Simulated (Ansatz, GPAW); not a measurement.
# Ballistic transport through naphthalene-2,6-dithiol between two Al chains, from relaxation to T(E), part 2 of 3

Aim: the conductance of naphthalene-2,6-dithiol between two Al chains after relaxation, and whether geometry, basis or functional moves it most.

GPAW 26.7.0 and Ansatz 0.2.0; Ansatz plane waves; relaxation of the junction with the lead ends held; PAW set soft_1 (the session's first sound run).

So far. Step 2 (Relaxation): The relaxation lowered the energy of the cell by 2.32 eV.

## 3. Plane-wave reference (PBE) (continued)

ELF in the ca plane at fractional y = 0.655, with atoms of S and H and C within 0.2 Å of it. It is the smooth field of the valence electrons, not physical close to the nuclei.

Ten even steps from '0' (0.00 × 1e-1) to '9' (9.99 × 1e-1), each cell a mean:
```
00000000000000000000000000000000000000000000
00000000000000000000000000000000000000000000
00000000000000000000000000000000232000000000
00000000000000000000000011100003787300001100
00000000000000000000000257630005999710134320
00000000000000000000000489994016999710477741
00000000000000000000000289998435898402799873
11111100000001110000110038997476136424777774
22333210000123320001686201463277478667711575
44455421000245552003999831478742254138756886
55566531111356653102899856733631157764357875
55567653234566554310267316845875653552013554
44567765567764356642137765436623873688400245
22467865588863368875564564104765546999820135
11357877799852268734883377445576202799820024
01257899999831157523764684387147730035300002
00146899999610147888731465366589994000000000
00125788987300036898611699951389998200000000
00012467764100014665201899950038997300000000
00001233321000001231001699940002443100000000
00000011100000000000000267510000000000000000
00000000000000000000000001000000000000000000
00000000000000000000000000000000000000000000
00000000000000000000000000000000000000000000
```
Columns run along c (16.0 Å, from fractional 0.25 to 0.63 of the cell), rows up along a (12.8 Å). Atoms in or near the plane, at fractional coordinates: S at (0.41, 0.36), H at (0.44, 0.57), C at (0.45, 0.40), C at (0.45, 0.51), H at (0.46, 0.24), C at (0.47, 0.33), H at (0.48, 0.71), C at (0.49, 0.54), C at (0.50, 0.35), C at (0.50, 0.65), C at (0.51, 0.46), H at (0.52, 0.29), C at (0.53, 0.67), H at (0.54, 0.76) and more.

Valence density in the ca plane at fractional y = 0.655, with atoms of S and H and C within 0.2 Å of it. It is the smooth field of the valence electrons, not physical close to the nuclei.

Values in e/Å³, 13 rows by 16 columns, each cell a mean:
```
0.0 0.0 0.0 0.0 0.0 0.0 0.0 0.0 0.0 0.0 0.0 0.0 0.0 0.0 0.0 0.0
0.0 0.0 0.0 0.0 0.0 0.0 0.0 0.0 0.0 0.0 0.0 0.0 0.0 0.0 0.0 0.0
0.0 0.0 0.0 0.0 0.0 0.0 0.0 0.0 0.0 0.0 0.0 0.0 0.0 0.1 0.3 0.0
0.0 0.0 0.0 0.0 0.0 0.0 0.0 0.0 0.0 0.0 0.0 0.5 0.7 0.9 1.1 0.1
0.0 0.0 0.0 0.0 0.0 0.0 0.0 0.0 0.0 0.0 0.1 0.4 1.7 1.6 1.6 0.9
0.0 0.0 0.0 0.0 0.0 0.0 0.0 0.0 0.0 0.3 1.2 1.0 1.6 0.4 1.4 1.0
0.1 0.1 0.1 0.1 0.1 0.1 0.1 0.1 0.1 0.2 1.5 1.3 1.4 1.4 1.7 0.7
0.0 0.0 0.0 0.1 0.2 0.2 0.1 0.2 0.8 0.8 1.7 0.7 1.0 1.3 0.6 0.7
0.0 0.0 0.0 0.0 0.1 0.1 0.1 0.2 0.8 0.8 0.9 1.7 1.6 1.2 0.1 0.0
0.0 0.0 0.0 0.0 0.0 0.0 0.0 0.0 0.2 0.2 0.3 1.3 0.3 0.5 0.1 0.0
0.0 0.0 0.0 0.0 0.0 0.0 0.0 0.0 0.0 0.0 0.0 0.1 0.0 0.0 0.0 0.0
0.0 0.0 0.0 0.0 0.0 0.0 0.0 0.0 0.0 0.0 0.0 0.0 0.0 0.0 0.0 0.0
0.0 0.0 0.0 0.0 0.0 0.0 0.0 0.0 0.0 0.0 0.0 0.0 0.0 0.0 0.0 0.0
```
Columns run along c (16.0 Å, from fractional 0.20 to 0.58 of the cell), rows up along a (12.8 Å). Atoms in or near the plane, at fractional coordinates: S at (0.41, 0.36), H at (0.44, 0.57), C at (0.45, 0.40), C at (0.45, 0.51), H at (0.46, 0.24), C at (0.47, 0.33), H at (0.48, 0.71), C at (0.49, 0.54), C at (0.50, 0.35), C at (0.50, 0.65), C at (0.51, 0.46), H at (0.52, 0.29), C at (0.53, 0.67), H at (0.54, 0.76) and more.

Electrostatic potential energy in the ca plane at fractional y = 0.655, with atoms of S and H and C within 0.2 Å of it. With pseudopotentials it is smooth inside the atoms' cores, unlike the true potential.

Ten even steps from '0' (-47 eV) to '9' (1 eV), each cell a mean:
```
99999999999999999999999999999999999999999999
99999999999999999999999999999999999999999999
99999999999999999999999999999999999999999999
99999999999999999999999999999999999999999999
99999999999998899999999999999999999999999999
99999999999984379999999999999999999999999999
99999973588853489998889999999999999999999999
99999985312400178873125899999988899999999999
99999997200431333550103799999866689999999999
98568987435888400264236888998655578999999999
98334462006898522688888878898765689999999999
99830032014565103899998878899988899999999999
99852268750014002689999989999999999999999999
78400489872137764279999999999999999999999999
15300367731379998799999999999999999999999999
05765200300179999999999999999999999999999999
58998301554427999999999999999999999999999999
99998437899868999999999999999999999999999999
99998559999999999999999999999999999999999999
99999999999999999999999999999999999999999999
99999999999999999999999999999999999999999999
99999999999999999999999999999999999999999999
99999999999999999999999999999999999999999999
99999999999999999999999999999999999999999999
```
Columns run along c (16.0 Å, from fractional 0.42 to 0.80 of the cell; values clipped at the 3rd and 97th percentile), rows up along a (12.8 Å). Atoms in or near the plane, at fractional coordinates: H at (0.44, 0.57), C at (0.45, 0.40), C at (0.45, 0.51), H at (0.46, 0.24), C at (0.47, 0.33), H at (0.48, 0.71), C at (0.49, 0.54), C at (0.50, 0.35), C at (0.50, 0.65), C at (0.51, 0.46), H at (0.52, 0.29), C at (0.53, 0.67), H at (0.54, 0.76), C at (0.55, 0.49) and more.

T at the Fermi level is 0.00517 of 2 open channels a spin.

## 4. Double-zeta polarised basis

The script solves lead and junction separately, takes H and S in the orbital basis, and joins semi-infinite leads through their self-energies; the dzp basis is the working standard.

This step: GPAW LCAO, PAW setups; Landauer transmission from Green's functions with principal layers (ASE), zero bias (GPAW 26.7.0).

run.py reads:

```python
import json
import numpy as np
from ase import Atoms
from ase.transport.calculators import TransportCalculator
from gpaw import GPAW, FermiDirac
from gpaw.lcao.tools import get_lcao_hamiltonian
from scipy.linalg import eigh

# The junction with lead layers at both ends, along the third cell vector
device = Atoms(
    ['Al', 'Al', 'Al', 'Al', 'Al', 'Al', 'Al', 'S', 'H', 'C', 'C', 'H', 'C', 'H', 'C', 'C', 'C', 'C', 'H', 'C', 'H', 'C', 'C', 'H', 'S', 'Al', 'Al', 'Al', 'Al', 'Al', 'Al', 'Al'],
    positions=[
        [6.39219, 4.57051, 1.20000],
        [6.39219, 4.57051, 3.60000],
        [6.39219, 4.57051, 6.00000],
        [6.39219, 4.57051, 8.40000],
        [6.39219, 4.57051, 10.80000],
        [5.17386, 5.37701, 12.91277],
        [5.86839, 4.97763, 15.42642],
        [4.58997, 6.18117, 16.81678],
        [7.28839, 6.01204, 18.08591],
        [5.17270, 5.98566, 18.49286],
        [6.51099, 5.96006, 18.85107],
        [3.12761, 5.95448, 19.21902],
        [4.17811, 5.94474, 19.51008],
        [9.04003, 5.90754, 19.84463],
        [6.90093, 5.91631, 20.21423],
        [4.53219, 5.91350, 20.83985],
        [8.26447, 5.91818, 20.61284],
        [5.89586, 5.91389, 21.23838],
        [3.75699, 5.89973, 21.60837],
        [8.61874, 5.94868, 21.94258],
        [9.66928, 5.96060, 22.23337],
        [6.28584, 5.95715, 22.60151],
        [7.62412, 5.98632, 22.95969],
        [5.50861, 6.00648, 23.36710],
        [8.20610, 6.18110, 24.63612],
        [6.92719, 4.97639, 26.02490],
        [7.62060, 5.36828, 28.53992],
        [6.39219, 4.57051, 30.65003],
        [6.39219, 4.57051, 33.05003],
        [6.39219, 4.57051, 35.45003],
        [6.39219, 4.57051, 37.85003],
        [6.39219, 4.57051, 40.25003]],
    cell=[[12.78437, 0.0, 0.0], [0.0, 9.14101, 0.0], [0.0, 0.0, 41.45003]],
    pbc=True)

# One principal layer of the lead: the first 4 atoms of the device
lead = Atoms(
    ['Al', 'Al', 'Al', 'Al'],
    positions=[
        [6.39219, 4.57051, 1.20000],
        [6.39219, 4.57051, 3.60000],
        [6.39219, 4.57051, 6.00000],
        [6.39219, 4.57051, 8.40000]],
    cell=[[12.78437, 0.0, 0.0], [0.0, 9.14101, 0.0], [0.0, 0.0, 9.6]],
    pbc=True)

settings = dict(mode='lcao', basis='dzp', xc='PBE', h=0.2,
                occupations=FermiDirac(0.1), maxiter=250,
                mixer=dict(beta=0.1, nmaxold=8, weight=100.0),
                convergence=dict(density=0.0001))
energies = np.arange(-2, 2 + 1e-9, 0.025)
eta = 0.0001
n1, n2 = 1, 1
# k and -k transmit alike, so half of the mesh across the current serves
mesh = [(i, j) for i in range(n1) for j in range(n2) if (i, j) <= (-i % n1, -j % n2)]
weights = np.array([1 if (i, j) == (-i % n1, -j % n2) else 2 for i, j in mesh]) / (n1 * n2)

# [... helper functions left out ...]
fermi_lead = ground_state(lead, (1, 1, 12), 'lead.txt')
fermi_device = ground_state(device, (1, 1, 2), 'device.txt')
# [... loop over the mesh left out, but for ...]
        # Shift the lead onto the potential of the device's first layer
        shift = ((H[:, 0, 0] - H0[:, 0, 0]) / S0[0, 0]).real.mean()
# [...]
kT = 8.617333e-5 * 300
bias = [0.1, 0.2, 0.5, 1.0, 1.5, 2.0]
# [... integrals and printing left out ...]
```

Started as:

```
$ OMP_NUM_THREADS=1 OPENBLAS_NUM_THREADS=1 python run.py
```

Run time: 2.8 min. Hardware: 1 thread of Arm Neoverse V2, shared host; peak memory 1.7 GiB.

This step gave:

```
conductance                                    : 0.005862 G₀
thermopower                                    : -14.53 μV/K
largest coupling past the next principal layer : 1.26e-15 eV
largest misfit of the first principal layer    : 0.09055 eV
shift that aligns the lead                     : 0.02324 eV
basis functions of the junction                : 368
basis functions of a principal layer           : 52
transmission at the Fermi level (one spin)     : 0.005991
```

One spin. The transmission, zone mean by energy, zero at the Fermi level:

```
energy (eV)  transmission, zone mean
     -2.000                  0.00258
     -1.900                  0.00452
     -1.825                    0.422
     -1.800                    0.195
     -1.700                   6.7e-4
     -1.600                   0.0225
     -1.500                   0.0406
     -1.400                   0.0255
     -1.300                  0.00499
     -1.200                   1.2e-9
     -1.100                   1.1e-6
     -1.000                  4.1e-11
     -0.900                  6.7e-12
     -0.800                  4.5e-12
     -0.700                  3.8e-11
     -0.600                  1.5e-10
     -0.500                        0
     -0.400                  2.6e-11
     -0.300                   8.3e-4
     -0.200                  0.00210
     -0.100                  0.00427
      0.000                  0.00599
      0.100                  0.00662
      0.200                  0.00684
      0.300                  0.00723
      0.400                  0.00796
      0.500                  0.00890
      0.600                  0.00987
      0.700                   0.0108
      0.800                   0.0117
      0.900                   0.0128
      1.000                   0.0156
      1.100                   0.0189
      1.200                   0.0234
      1.300                   0.0297
      1.400                   0.0387
      1.500                   0.0525
      1.600                   0.0763
      1.700                    0.127
      1.800                    0.271
      1.900                    0.807
      1.925                    0.967
      2.000                    0.512
```

Crossings of the lead's bands, unfolded to its shortest repeat. Table of open channels, zone mean by energy, zero at the Fermi level:

```
energy (eV)  open channels, zone mean
     -2.000                         1
     -1.900                         1
     -1.800                         1
     -1.700                         1
     -1.600                         1
     -1.500                         1
     -1.400                         1
     -1.300                         1
     -1.200                         0
     -1.100                         0
     -1.000                         0
     -0.900                         0
     -0.800                         0
     -0.700                         0
     -0.600                         0
     -0.500                         0
     -0.400                         0
     -0.300                         2
     -0.200                         2
     -0.100                         2
      0.000                         2
      0.100                         2
      0.200                         2
      0.300                         2
      0.400                         2
      0.500                         2
      0.600                         2
      0.700                         2
      0.800                         2
      0.900                         2
      1.000                         3
      1.100                         3
      1.200                         3
      1.300                         3
      1.400                         3
      1.500                         3
      1.600                         3
      1.700                         3
      1.800                         3
      1.900                         3
      2.000                         3
```

Not self-consistent under bias; the bias window is split evenly. Current through one cell, from the zero-bias transmission against bias:

```
bias (V)  current through one cell, from the zero-bias transmission (μA)
   0.100                                                          0.0451
   0.200                                                          0.0883
   0.500                                                           0.199
   1.000                                                           0.359
   1.500                                                           0.554
   2.000                                                           0.804
```

Transmission of the three most open eigenchannels against energy, zero at the Fermi level:

```
energy (eV)  channel 1  channel 2  channel 3
     -2.000    0.00258          0          0
     -1.900    0.00452          0          0
     -1.800      0.195          0          0
     -1.700     6.7e-4          0          0
     -1.600     0.0225          0          0
     -1.500     0.0406          0          0
     -1.400     0.0255          0          0
     -1.300    0.00499          0          0
     -1.200     1.2e-9          0          0
     -1.100     1.1e-6          0          0
     -1.000    4.1e-11          0          0
     -0.900    6.7e-12          0          0
     -0.800    4.5e-12          0          0
     -0.700    3.8e-11          0          0
     -0.600    1.5e-10          0          0
     -0.500          0          0          0
     -0.400    2.6e-11          0          0
     -0.300     8.2e-4     1.5e-6          0
     -0.200    0.00210     5.8e-6          0
     -0.100    0.00425     1.8e-5          0
      0.000    0.00595     4.0e-5          0
      0.100    0.00655     7.1e-5          0
      0.200    0.00673     1.1e-4          0
      0.300    0.00707     1.6e-4          0
      0.400    0.00774     2.2e-4          0
      0.500    0.00860     3.0e-4          0
      0.600    0.00949     3.9e-4          0
      0.700     0.0103     4.7e-4          0
      0.800     0.0112     5.6e-4          0
      0.900     0.0122     6.5e-4          0
      1.000     0.0148     7.3e-4    5.0e-10
      1.100     0.0181     8.7e-4    6.9e-10
      1.200     0.0223    0.00106    2.4e-10
      1.300     0.0284    0.00126    5.1e-11
      1.400     0.0372    0.00145     1.7e-9
      1.500     0.0509    0.00159     7.6e-9
      1.600     0.0747    0.00166     2.1e-8
      1.700      0.125    0.00170     4.4e-8
      1.800      0.269    0.00179     8.2e-8
      1.900      0.805    0.00204     1.4e-7
      2.000      0.509    0.00266     2.0e-7
```

At the Fermi level T is 0.00599 against 0.00517 in plane waves. Couplings past the next layer reach 1.3e-15 eV, small enough to drop; the matrix elements of the cell's first layer differ from the bulk lead's by up to 0.091 eV. That layer keeps its own values in the calculation, and only beyond it is the lead taken as perfect. The Fermi levels of lead and junction count from different zeros of potential, one for each periodic cell; with both set to zero, the small remaining shift is what aligns them. By hand: G = 0.005862 × 77.48 μS = 0.454 μS, a resistance of 2202 kΩ; at 0.1 V a linear junction would pass 0.0454 μA, and the integral over the bias window gives 0.0451 μA. Mott's formula, S = -(π²/3)(k_B²T/e) d ln T/dE, has the prefactor 7.33 μV/K·eV at 300 K; T = 0.005673 at -0.025 eV and 0.006233 at 0.025 eV give a slope of 1.89 per eV and S = -13.8 μV/K, beside -14.5 μV/K from the thermal integral, which interpolates the same grid.

## 5. Single-zeta polarised basis

One radial function a shell plus polarisation makes the matrices smaller; the question is what that costs.

Changes to run.py since step 4:

```diff
@@ -58,3 +58,3 @@
 
-settings = dict(mode='lcao', basis='dzp', xc='PBE', h=0.2,
+settings = dict(mode='lcao', basis='szp(dzp)', xc='PBE', h=0.2,
                 occupations=FermiDirac(0.1), maxiter=250,
```

It took 2.6 min on 1 thread; peak memory 1.7 GiB.

Numbers from this step:

- conductance: 0.009451 G₀
- thermopower: -23.52 μV/K
- largest coupling past the next principal layer: 1.42e-15 eV
- largest misfit of the first principal layer: 0.09839 eV
- shift that aligns the lead: 0.02990 eV
- basis functions of the junction: 258
- basis functions of a principal layer: 36
- transmission at the Fermi level (one spin): 0.009636

The conductance, 0.00945 G₀, lies 61 % above that of the dzp run.

## 6. GPAW, sz: basis = "sz(dzp)"

The minimal basis is the cheapest rung: no second zeta and no polarisation.

Changes to run.py since step 5:

```diff
@@ -58,3 +58,3 @@
 
-settings = dict(mode='lcao', basis='szp(dzp)', xc='PBE', h=0.2,
+settings = dict(mode='lcao', basis='sz(dzp)', xc='PBE', h=0.2,
                 occupations=FermiDirac(0.1), maxiter=250,
```

The job ended after 89 s (1 thread; peak memory 1.6 GiB).

Numbers from this step:

- conductance: 0.01375 G₀
- thermopower: -24.72 μV/K
- largest coupling past the next principal layer: 9.17e-16 eV
- largest misfit of the first principal layer: 0.1172 eV
- shift that aligns the lead: 0.03836 eV
- basis functions of the junction: 110
- basis functions of a principal layer: 16
- transmission at the Fermi level (one spin): 0.01395

One spin. Table of transmission, zone mean by energy, zero at the Fermi level:

energy (eV), transmission, zone mean and a bar:
```
   -2.000      0.005 
   -1.800      0.322 ##########
   -1.750      0.392 ############
   -1.600      0.000 
   -1.400      0.000 
   -1.200      0.000 
   -1.000      0.000 
   -0.800      0.000 
   -0.600      0.000 
   -0.400      0.000 
   -0.200      0.004 
    0.000      0.014 
    0.200      0.021 #
    0.400      0.032 #
    0.600      0.057 ##
    0.800      0.129 ####
    1.000      0.706 #####################
    1.050      0.987 ##############################
    1.200      0.220 #######
    1.400      0.050 ##
    1.600      0.072 ##
    1.800      0.450 ##############
    1.925      0.986 ##############################
    2.000      0.694 #####################
```

The conductance, 0.0137 G₀, lies 134 % above that of the dzp run.

## 7. LDA in the dzp basis: xc = "LDA"

Back in the dzp basis, the functional changes from PBE to LDA, to set the spread between functionals beside that between bases.

Changes to run.py since step 6:

```diff
@@ -58,3 +58,3 @@
 
-settings = dict(mode='lcao', basis='sz(dzp)', xc='PBE', h=0.2,
+settings = dict(mode='lcao', basis='dzp', xc='LDA', h=0.2,
                 occupations=FermiDirac(0.1), maxiter=250,
```

The job ended after 2.8 min (1 thread; peak memory 1.7 GiB).

Numbers from this step:

| Item | Value |
| --- | --- |
| conductance | 0.006745 G₀ |
| thermopower | -15.17 μV/K |
| largest coupling past the next principal layer | 1.61e-15 eV |
| largest misfit of the first principal layer | 0.09174 eV |
| shift that aligns the lead | 0.02557 eV |
| basis functions of the junction | 368 |
| basis functions of a principal layer | 52 |
| transmission at the Fermi level (one spin) | 0.006901 |

One spin. Table of transmission, zone mean by energy, zero at the Fermi level:

```
energy (eV)  transmission, zone mean
     -2.000                  0.00165
     -1.900                  0.00624
     -1.850                    0.715
     -1.800                  0.00437
     -1.700                  0.00706
     -1.600                   0.0376
     -1.500                   0.0586
     -1.400                   0.0371
     -1.300                  0.00943
     -1.200                   3.0e-9
     -1.100                   3.8e-9
     -1.000                  3.9e-11
     -0.900                  7.5e-12
     -0.800                  5.4e-12
     -0.700                  4.5e-11
     -0.600                  1.8e-10
     -0.500                        0
     -0.400                  2.4e-11
     -0.300                   9.0e-4
     -0.200                  0.00231
     -0.100                  0.00483
      0.000                  0.00690
      0.100                  0.00765
      0.200                  0.00788
      0.300                  0.00832
      0.400                  0.00911
      0.500                   0.0101
      0.600                   0.0112
      0.700                   0.0122
      0.800                   0.0133
      0.900                   0.0158
      1.000                   0.0191
      1.100                   0.0236
      1.200                   0.0298
      1.300                   0.0390
      1.400                   0.0531
      1.500                   0.0762
      1.600                    0.121
      1.700                    0.233
      1.800                    0.618
      1.875                    0.969
      1.900                    0.799
      2.000                    0.173
```

The conductance, 0.00674 G₀, lies 15 % above that of the dzp run.

[end of part 2 of 3]

[Logs are printed without paths, hosts, clocks, repeated set-up lines and the standing remarks that a program may print on its own settings, such as how far it seeks lower states.]

[Hosts, paths, dates, database ids (printed as entryN), source tags and the programs' standing remarks are cut or masked in the printed files.]
